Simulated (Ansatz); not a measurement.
Runs of Ansatz 0.2.0 on Sn. Symmetry: Immm, No. 71, orthorhombic system. Conventional cell: a = 3.453 Å, b = 3.551 Å, c = 4.677 Å, α = 90.00°, β = 90.00°, γ = 90.00°. Sn (site symmetry mmm) is surrounded by 12 Sn at 3.41 to 3.55 Å. This isn't the form of Sn at room conditions, which is tetragonal (white tin).

```csv
task,level,cell,k mesh,smearing,atoms under strain,gap on the mesh (eV),pressure (GPa)
single point,PBE,as given,11 × 11 × 11,gaussian 0.027 eV,-,none,-1.0
elastic constants,LDA,as given,8 × 8 × 8,fermi-dirac 0.05 eV,clamped,none,(a)
phonons,PBE,as given,8 × 8 × 8,fermi-dirac 0.05 eV,-,none,-
relaxation of cell and atoms,revPBE+D4,relaxed,11 × 11 × 11,fermi-dirac 0.05 eV,-,none,0.0
phonons,LDA,as given,8 × 8 × 8,fermi-dirac 0.05 eV,-,none,-
```

Alike in all rows: potentials or basis Ansatz PAW; no spin polarisation; cutoff (eV) 420.

Q: Estimate the missing entries.

A: (a) -4.9.

Caveats: the PAW data sets come from PBE, with cores solved anew for the run's functional, which leaves a small shift of forces and pressure (some runs); the cell is more than 3 GPa from zero pressure, which shifts response properties (some runs); the elastic tensor has a negative eigenvalue, so either the cell is unstable as it stands or the mesh is too thin (some runs); the plane-wave basis is chosen anew once the cell has moved, so the energies of steps on either side of that aren't comparable (some runs); pairwise dispersion overbinds metals, which lowers pressure and volume (some runs).

A k mesh can miss the band edges, and the runs leave out spin-orbit coupling on Sn.

A gap of «none» marks a metal or a gap under the smearing width.
